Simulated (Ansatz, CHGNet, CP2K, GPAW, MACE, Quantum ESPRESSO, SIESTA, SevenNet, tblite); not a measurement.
# Running the unslipped end of a generalised stacking fault on (111) (glide set) of a GaP-AlP solid solution (72 atoms) with CP2K, part 2 of 2

How do the settings of CP2K change the result for the unslipped end of a generalised stacking fault on (111) (glide set) of a GaP-AlP solid solution (72 atoms)? A plane-wave run serves as the yardstick.

Program: CP2K 2026.2; the method stands at each step. Banners, paths, timers and routine set-up lines are dropped from the logs unmarked, and long logs keep their key lines alone; longer cuts are marked.

So far, spacing of highest filled and lowest empty level: step 2 (PBE, DZVP-MOLOPT-SR, 800/60 Ry, diagonalisation) 1.20.

## Step 4: PBE, DZVP-MOLOPT-SR, 800/70 Ry, diagonalisation

Method: Kohn-Sham DFT, PBE, GTH-PBE pseudopotentials, Gaussian and plane waves, DZVP-MOLOPT-SR-GTH, diagonalisation.

input.inp reads:

```
&GLOBAL
  PROJECT cell
  RUN_TYPE ENERGY_FORCE
  PRINT_LEVEL LOW
&END GLOBAL
&FORCE_EVAL
  METHOD QS
  STRESS_TENSOR ANALYTICAL
  &DFT
    BASIS_SET_FILE_NAME BASIS_MOLOPT
    POTENTIAL_FILE_NAME GTH_POTENTIALS
    &MGRID
      CUTOFF 800
      REL_CUTOFF 70
      NGRIDS 5
    &END MGRID
    &QS
      EPS_DEFAULT 1.0E-12
    &END QS
    &SCF
      SCF_GUESS ATOMIC
      EPS_SCF 5.0E-06
      MAX_SCF 200
      ADDED_MOS 41
      &DIAGONALIZATION
        ALGORITHM STANDARD
      &END DIAGONALIZATION
      &SMEAR ON
        METHOD FERMI_DIRAC
        ELECTRONIC_TEMPERATURE [K] 580
      &END SMEAR
      &MIXING
        METHOD BROYDEN_MIXING
        ALPHA 0.15
        NBROYDEN 12
      &END MIXING
      &PRINT
        &RESTART OFF
        &END RESTART
      &END PRINT
    &END SCF
    &XC
      &XC_FUNCTIONAL PBE
      &END XC_FUNCTIONAL
    &END XC
    &PRINT
      &MULLIKEN ON
      &END MULLIKEN
      &HIRSHFELD ON
        SHAPE_FUNCTION DENSITY
      &END HIRSHFELD
      &MO ON
        EIGENVALUES T
        OCCUPATION_NUMBERS T
        MO_INDEX_RANGE 223 246
        &EACH
          QS_SCF 0
        &END EACH
        ADD_LAST NUMERIC
      &END MO
    &END PRINT
  &END DFT
  &SUBSYS
    &CELL
      A 6.68331 0.00000 0.00000
      B 0.00000 11.57583 0.00000
      C 0.00000 0.00000 19.10326
    &END CELL
    &COORD
[... 72 atom lines left out: the same atoms as in the first run ...]
    &END COORD
    &KIND Al
      BASIS_SET DZVP-MOLOPT-SR-GTH-q3
      POTENTIAL GTH-PBE-q3
    &END KIND
    &KIND P
      BASIS_SET DZVP-MOLOPT-SR-GTH-q5
      POTENTIAL GTH-PBE-q5
    &END KIND
    &KIND Ga
      BASIS_SET DZVP-MOLOPT-SR-GTH-q13
      POTENTIAL GTH-PBE-q13
    &END KIND
  &END SUBSYS
  &PRINT
    &FORCES ON
    &END FORCES
    &STRESS_TENSOR ON
    &END STRESS_TENSOR
  &END PRINT
&END FORCE_EVAL
```

Run with:

```bash
OMP_NUM_THREADS=2 cp2k.psmp -i input.inp > output.txt
```

Numbers of over 12 decimals in the logs are rounded to 6 here.

What it wrote:

```text
CP2K| version string:                                       CP2K version 2026.2
 CP2K| Input file name                                                 input.inp
 GLOBAL| Basis set file name                                        BASIS_MOLOPT
 GLOBAL| Potential file name                                      GTH_POTENTIALS
 GLOBAL| Run type                                                   ENERGY_FORCE
 GLOBAL| Total number of message passing processes                             1
 GLOBAL| Number of threads for this process                                    2
[... lines left out ...]
                        Smear method:                                FERMI_DIRAC
[... lines left out ...]
 Number of electrons:                                                        468
[... lines left out ...]
  Step     Update method      Time    Convergence         Total energy    Change
[... lines left out ...]
  *** SCF run converged in    17 steps ***
[... lines left out ...]
  Fermi energy:                                                 0.194013
  Total energy:                                             -1618.382414
  Total energy (extrapolated to T->0):                      -1618.382414
[... lines left out ...]
 MO| E(Fermi):            0.194013 a.u.          5.279375 eV
[... lines left out ...]
     72       P      2       5.000          5.183                        -0.183
  Total Charge                                                           -0.000
 !-----------------------------------------------------------------------------!
 ENERGY| Total FORCE_EVAL ( QS ) energy [hartree]          -1618.382339
 FORCES| Atomic forces [hartree/bohr]
 FORCES|   Atom     x               y               z               |f|
 FORCES|      1  1.64393702E-02 -5.71183607E-04 -2.29744077E-02   2.82560180E-02
 FORCES|      2 -1.16189501E-02 -6.78597986E-03 -6.67381534E-03   1.50196316E-02
 FORCES|      3  5.56037849E-03  9.86933884E-04 -7.16718137E-03   9.12471020E-03
[...]
FORCES|     71  4.90634883E-04 -4.70925001E-03  6.87211425E-03   8.34528085E-03
 FORCES|     72  8.20974769E-03  5.60747777E-03  1.61656076E-02   1.89781620E-02
 FORCES| Sum    -4.05607556E-03  1.18792732E-03 -2.44594185E-03
 FORCES| Total atomic force                                       4.88319074E-03
 STRESS| Analytical stress tensor [bar]
 STRESS|                        x                   y                   z
 STRESS|      x       -3.08532759238E+04   2.31957097744E+03  -4.68502243161E+03
 STRESS|      y        2.31957097744E+03   6.57812709363E+04  -1.53327031727E+03
 STRESS|      z       -4.68502243161E+03  -1.53327031727E+03   9.88980143178E+03
 STRESS| 1/3 Trace                                             1.49392654815E+04
```

Elapsed: 5.2 min, on 2 threads of Arm Neoverse V1, shared host; peak memory 6.9 GiB; 9.3 min of CPU time.

Numbers from this run, and their distance from the reference:

```
r.m.s. force component                           : 0.4526 eV/Å
r.m.s. difference of force components            : 29.29 meV/Å
longest difference of force vectors              : 91.53 meV/Å
force difference over r.m.s. force               : 6.647 %
slope of forces against the reference's          : 1.025
correlation of force components                  : 0.9982
gap (highest filled to lowest empty level) : 1.201 eV
gap difference                                   : 0.0211 eV
pressure                                         : 1.494 GPa
pressure difference                              : 0.2547 GPa
energy less the same-level run's                 : 0 meV/atom
r.m.s. force difference from the same-level run  : 0 meV/Å
```

Against the first run (6.6 %), the force difference from the reference is 6.6 %, at 1.1 times the CPU time: the change moves forces by under 0.01 meV/Å r.m.s., so most of the difference comes from elsewhere.

## Step 5: PBEsol, PBE potentials, DZVP-MOLOPT-SR, 800/60 Ry, diagonalisation

Method: Kohn-Sham DFT, PBEsol, GTH-PBE pseudopotentials, Gaussian and plane waves, DZVP-MOLOPT-SR-GTH, diagonalisation.

Edit input.inp of step 4 so:

```diff
@@ -13,3 +13,3 @@
       CUTOFF 800
-      REL_CUTOFF 70
+      REL_CUTOFF 60
       NGRIDS 5
@@ -42,3 +42,6 @@
     &XC
-      &XC_FUNCTIONAL PBE
+      &XC_FUNCTIONAL
+        &PBE
+          PARAMETRIZATION PBESOL
+        &END PBE
       &END XC_FUNCTIONAL
@@ -69,2 +72,3 @@
     &COORD
+      SCALED
 [... 72 atom lines left out: the same atoms as in the first run ...]
```

What it wrote:

```text
CP2K| version string:                                       CP2K version 2026.2
 CP2K| Input file name                                                 input.inp
 GLOBAL| Basis set file name                                        BASIS_MOLOPT
 GLOBAL| Potential file name                                      GTH_POTENTIALS
 GLOBAL| Run type                                                   ENERGY_FORCE
 GLOBAL| Total number of message passing processes                             1
 GLOBAL| Number of threads for this process                                    2
[... lines left out ...]
                        Smear method:                                FERMI_DIRAC
[... lines left out ...]
 Number of electrons:                                                        468
[... lines left out ...]
  Step     Update method      Time    Convergence         Total energy    Change
[... lines left out ...]
  *** SCF run converged in    17 steps ***
[... lines left out ...]
  Fermi energy:                                                 0.190618
  Total energy:                                             -1614.813658
  Total energy (extrapolated to T->0):                      -1614.813656
[... lines left out ...]
 MO| E(Fermi):            0.190618 a.u.          5.186987 eV
[... lines left out ...]
     72       P      2       5.000          5.165                        -0.165
  Total Charge                                                           -0.000
 !-----------------------------------------------------------------------------!
 ENERGY| Total FORCE_EVAL ( QS ) energy [hartree]          -1614.813606
 FORCES| Atomic forces [hartree/bohr]
 FORCES|   Atom     x               y               z               |f|
 FORCES|      1  1.64225028E-02 -6.70098691E-04 -2.24600936E-02   2.78316984E-02
 FORCES|      2 -9.62163072E-03 -4.37644493E-03 -4.23609027E-03   1.13874277E-02
 FORCES|      3  6.24632833E-03  2.36860334E-03 -7.56652438E-03   1.00935222E-02
[...]
FORCES|     71  4.92684140E-04 -4.66125852E-03  6.91588895E-03   8.35461481E-03
 FORCES|     72  8.35126939E-03  5.48886159E-03  1.89236724E-02   2.14003896E-02
 FORCES| Sum     1.12179687E-03 -2.45430478E-03 -7.49897700E-04
 FORCES| Total atomic force                                       2.80078324E-03
 STRESS| Analytical stress tensor [bar]
 STRESS|                        x                   y                   z
 STRESS|      x       -4.77509641272E+04   2.35175761071E+03  -4.79119582533E+03
 STRESS|      y        2.35175761071E+03   5.25980651864E+04  -1.51299427070E+03
 STRESS|      z       -4.79119582533E+03  -1.51299427070E+03  -5.23984158558E+03
 STRESS| 1/3 Trace                                            -1.30913508773E+02
```

Elapsed: 4.7 min, on 2 threads; peak memory 6.9 GiB; 8.5 min of CPU time.

Against the reference:

```
r.m.s. force component                           : 0.4452 eV/Å
r.m.s. difference of force components            : 48.02 meV/Å
longest difference of force vectors              : 137.1 meV/Å
force difference over r.m.s. force               : 10.9 %
slope of forces against the reference's          : 1.005
correlation of force components                  : 0.9942
gap (highest filled to lowest empty level) : 1.046 eV
gap difference                                   : -0.1346 eV
pressure                                         : -0.0131 GPa
pressure difference                              : -1.252 GPa
```

Against the first run (6.6 %), the force difference from the reference is 11 %, at 1.0 times the CPU time; the model has changed, so this is no error of the program alone.

## Step 6: PBE, DZVP-MOLOPT-SR, 400/60 Ry, diagonalisation

Method: Kohn-Sham DFT, PBE, GTH-PBE pseudopotentials, Gaussian and plane waves, DZVP-MOLOPT-SR-GTH, diagonalisation.

Edit input.inp of step 5 so:

```diff
@@ -12,5 +12,4 @@
     &MGRID
-      CUTOFF 800
+      CUTOFF 400
       REL_CUTOFF 60
-      NGRIDS 5
     &END MGRID
@@ -42,6 +41,3 @@
     &XC
-      &XC_FUNCTIONAL
-        &PBE
-          PARAMETRIZATION PBESOL
-        &END PBE
+      &XC_FUNCTIONAL PBE
       &END XC_FUNCTIONAL
@@ -71,6 +67,6 @@
     &END CELL
-    &COORD
-      SCALED
-[... 72 atom lines left out: the same atoms as in the first run ...]
-    &END COORD
+    &TOPOLOGY
+      COORD_FILE_NAME structure.xyz
+      COORD_FILE_FORMAT XYZ
+    &END TOPOLOGY
     &KIND Al
```

structure.xyz reads:

```xyz
72

Al 3.27181 1.92425 0.38589
P 3.38463 1.93258 2.76481
Ga 5.53445 1.92217 3.59925
P 5.58685 1.95388 5.90807
Ga 0.04732 0.01239 0.37041
P 6.63833 0.00463 2.76176
Al 2.21552 11.55881 3.54136
P 2.20690 11.55152 5.89966
Ga 4.43117 0.04480 6.70181
P 4.44326 11.51043 9.07042
Al 3.34941 5.80736 0.39315
P 3.35415 5.76592 2.75507
Ga 5.57548 5.80470 3.55034
P 5.56178 5.76546 5.89527
Al 0.03342 3.82396 0.41874
P 6.66834 3.83843 2.74074
Ga 2.24840 3.86737 3.52780
P 2.25963 3.83473 5.89469
Al 4.47040 3.85359 6.67506
P 4.46646 3.86598 9.03183
[... 48 atom lines left out ...]
Ga 1.10589 5.77067 16.18180
P 1.10609 5.76638 18.58957
Al 1.08363 9.65552 16.12869
P 1.09740 9.61454 18.51641
```

What it wrote:

```text
CP2K| version string:                                       CP2K version 2026.2
 CP2K| Input file name                                                 input.inp
 GLOBAL| Basis set file name                                        BASIS_MOLOPT
 GLOBAL| Potential file name                                      GTH_POTENTIALS
[... lines left out ...]
 Number of electrons:                                                        468
[... lines left out ...]
  Step     Update method      Time    Convergence         Total energy    Change
[... lines left out ...]
  *** SCF run converged in    17 steps ***
[... lines left out ...]
  Fermi energy:                                                 0.193934
  Total energy:                                             -1618.409466
  Total energy (extrapolated to T->0):                      -1618.409466
[... lines left out ...]
 MO| E(Fermi):            0.193934 a.u.          5.277204 eV
[... lines left out ...]
 ENERGY| Total FORCE_EVAL ( QS ) energy [hartree]          -1618.409391
[... lines left out ...]
 FORCES|      1  1.64507578E-02 -4.80258674E-04 -2.29692875E-02   2.82567912E-02
 FORCES|      2 -1.14587689E-02 -6.84778206E-03 -7.42843130E-03   1.52766847E-02
 FORCES|      3 -1.92934625E-03  6.50012143E-03 -1.54415428E-02   1.68646138E-02
[...]
FORCES|     71  4.41196775E-04 -4.66362246E-03  6.87783434E-03   8.32157643E-03
 FORCES|     72  8.37708054E-03  5.53745180E-03  1.58808908E-02   1.87893997E-02
 FORCES| Sum    -4.29401483E-02 -8.00447621E-03 -2.64238249E-02
 FORCES| Total atomic force                                       5.10504309E-02
 STRESS| Analytical stress tensor [bar]
 STRESS|                        x                   y                   z
 STRESS|      x       -2.59278299519E+04   2.23132867481E+03  -4.89176107987E+03
 STRESS|      y        2.23132867481E+03   6.99929573198E+04  -1.50002403857E+03
 STRESS|      z       -4.89176107987E+03  -1.50002403857E+03   1.32140710054E+04
 STRESS| 1/3 Trace                                             1.90930661245E+04
```

Run time: 2.9 min. Hardware: 2 threads; peak memory 2.4 GiB; 5.4 min of CPU time.

Numbers from this run, and their distance from the reference:

- r.m.s. force component: 0.5765 eV/Å
- r.m.s. difference of force components: 327.5 meV/Å
- longest difference of force vectors: 1562 meV/Å
- force difference over r.m.s. force: 74.34 %
- slope of forces against the reference's: 1.08
- correlation of force components: 0.8256
- gap (highest filled to lowest empty level): 1.196 eV
- gap difference: 0.0158 eV
- pressure: 1.909 GPa
- pressure difference: 0.6701 GPa
- energy less the same-level run's: -10.22 meV/atom
- r.m.s. force difference from the same-level run: 324.8 meV/Å

This is a coarse setting, run to see what it loses.

Against the first run (6.6 %), the force difference from the reference is 74 %, at 0.65 times the CPU time: the grid matters here.

The difference per atom is largest on Ga (1.1 eV/Å on average, against 0.058 on P). The forces add up to 2.6 eV/Å instead of zero, usually a sign of too coarse a grid.

## Step 7: All runs compared

Differences are against the plane-wave reference, forces as r.m.s. over components; share is that over the reference's r.m.s. force, slope the least-squares factor from reference forces to these. Total energies of different programs have different zeros and aren't compared.

```tsv
run	Δ force, r.m.s. (meV/Å)	share (%)	slope	Δ pressure (GPa)	Δ gap (eV)	cores	CPU time	memory (GiB)
reference	-	-	-	-	-	8	71 s	1.6
CP2K PBE, DZVP-MOLOPT-SR, 800/60 Ry, diagonalisation	29.3	6.65	1.025	0.255	0.0211	2	8.3 min	6.9
CP2K PBE, SZV-MOLOPT-SR, 800/60 Ry, diagonalisation (coarse)	143	32.5	1.276	4.28	1.08	1	4.9 min	6.7
CP2K PBE, DZVP-MOLOPT-SR, 800/70 Ry, diagonalisation	29.3	6.65	1.025	0.255	0.0211	2	9.3 min	6.9
CP2K PBEsol, PBE potentials, DZVP-MOLOPT-SR, 800/60 Ry, diagonalisation	48.0	10.9	1.005	-1.25	-0.135	2	8.5 min	6.9
CP2K PBE, DZVP-MOLOPT-SR, 400/60 Ry, diagonalisation (coarse)	328	74.3	1.080	0.670	0.0158	2	5.4 min	2.4
```

Rows marked coarse were listed beforehand as settings not expected to be converged; some can still land near the reference.

CPU time is summed over cores on a shared host, where runs went side by side, so it is rough. Symmetry, cutoffs, thresholds, outputs and thread counts weren't matched or tuned between programs; memory under MPI is the largest rank's times the ranks.

Mean charges by element (e), by run and scheme:

```tsv
run	scheme	Al	P	Ga
reference	Löwdin	+0.41	-0.18	+0.07
CP2K PBE, DZVP-MOLOPT-SR, 800/60 Ry, diagonalisation	Mulliken	+0.54	-0.39	+0.24
CP2K PBE, DZVP-MOLOPT-SR, 800/60 Ry, diagonalisation	Hirshfeld	+0.17	-0.19	+0.20
CP2K PBE, DZVP-MOLOPT-SR, 800/70 Ry, diagonalisation	Mulliken	+0.54	-0.39	+0.24
CP2K PBE, DZVP-MOLOPT-SR, 800/70 Ry, diagonalisation	Hirshfeld	+0.17	-0.19	+0.20
CP2K PBEsol, PBE potentials, DZVP-MOLOPT-SR, 800/60 Ry, diagonalisation	Mulliken	+0.50	-0.33	+0.16
CP2K PBEsol, PBE potentials, DZVP-MOLOPT-SR, 800/60 Ry, diagonalisation	Hirshfeld	+0.16	-0.17	+0.18
```

The reference's Löwdin charges lack the electrons that the projection spills, 0.028 e an atom on average.

Within one program, basis, potentials and functional, energies share a zero. Each run against its twin at the usual cutoff or grid and solver:

```tsv
run	twin	Δ energy (meV/atom)	Δ force, r.m.s. (meV/Å)	CPU time over the twin's
CP2K PBE, DZVP-MOLOPT-SR, 800/70 Ry, diagonalisation	DZVP-MOLOPT-SR, 800/60 Ry, diagonalisation	0	0	1.1
CP2K PBE, DZVP-MOLOPT-SR, 400/60 Ry, diagonalisation	DZVP-MOLOPT-SR, 800/60 Ry, diagonalisation	-10.2	325	0.65
```

A second geometry, displaced anew (every atom was moved at random, 0.06 Å r.m.s. a Cartesian component), gives an energy difference that all programs can be tested on. The reference puts it at 41.62 meV/atom.

```tsv
run	energy less the first geometry's (meV/atom)	error (meV/atom)	force share at the second geometry (%)
CP2K PBE, DZVP-MOLOPT-SR, 800/60 Ry, diagonalisation	42.69	1.08	4.61
CP2K PBE, SZV-MOLOPT-SR, 800/60 Ry, diagonalisation	54.86	13.2	33.0
CP2K PBE, DZVP-MOLOPT-SR, 800/70 Ry, diagonalisation	42.69	1.08	4.61
CP2K PBEsol, PBE potentials, DZVP-MOLOPT-SR, 800/60 Ry, diagonalisation	41.57	-0.048	6.26
CP2K PBE, DZVP-MOLOPT-SR, 400/60 Ry, diagonalisation	42.86	1.25	38.0
```

Further runs of this program without a result: CP2K GFN1-xTB, diagonalisation (not converged).

## Step 8: Summary of results

* nearest in forces: a tie at 6.6 % of 2 runs: CP2K PBE, DZVP-MOLOPT-SR, 800/60 Ry, diagonalisation; CP2K PBE, DZVP-MOLOPT-SR, 800/70 Ry, diagonalisation

The PBE runs in local orbitals, coarse settings apart, differ by 6.6 % in each run; basis, grid and potentials can all enter. Rows with another functional or a dispersion term differ by 11 % (CP2K PBEsol, PBE potentials, DZVP-MOLOPT-SR, 800/60 Ry, diagonalisation), which mixes the change of model with differences of basis and potentials, some of them made for another functional. Runs with settings chosen to be coarse differ by 33 % (CP2K PBE, SZV-MOLOPT-SR, 800/60 Ry, diagonalisation) to 74 % (CP2K PBE, DZVP-MOLOPT-SR, 400/60 Ry, diagonalisation), their programs' other errors included. None of the electronic-structure runs in the table takes under half the reference's CPU time of 71 s; they take 4.2 to 7.9 times as much. CP2K PBE, SZV-MOLOPT-SR, 800/60 Ry, diagonalisation stiffens the forces by a factor of 1.28 while following their directions (correlation 0.991). At the same functional, gaps differ from the reference's 1.18 eV by between +0.02 and +1.08 eV. A likely cause of the wide gaps: compact atomic orbitals describe empty levels worse than filled ones. These are spacings on the run's k-points, which needn't hold the band edges. In pressure, CP2K PBE, SZV-MOLOPT-SR, 800/60 Ry, diagonalisation misses by +4.3 GPa, at the same functional. Charges hang on scheme and program or settings: among these rows the mean for Al runs from +0.16 to +0.54 e. The energy difference between the two geometries, 41.6 meV/atom in the reference, is met best by CP2K PBEsol, PBE potentials, DZVP-MOLOPT-SR, 800/60 Ry, diagonalisation (-0.048) and worst by CP2K PBE, SZV-MOLOPT-SR, 800/60 Ry, diagonalisation (coarse) (+13.2). The reference's stress is far from hydrostatic: its diagonal is -3.3, 6.3, 0.8 GPa, compression counted positive. The host structure and its lattice constant were typed by rule, without a check against the phase diagram. The electronic-structure runs sample only Γ, in a cell whose shortest periodic width is 7 Å.

[Also dropped from logs without a mark: logging warnings of Python, and SIESTA's first energy breakdown and zero terms.]

[Logs are printed without paths, hosts, clocks, repeated set-up lines and the standing remarks that a program may print on its own settings, such as how far it seeks lower states.]

[Hosts, paths, dates, database ids (printed as entryN), source tags and the programs' standing remarks are cut or masked in the printed files.]
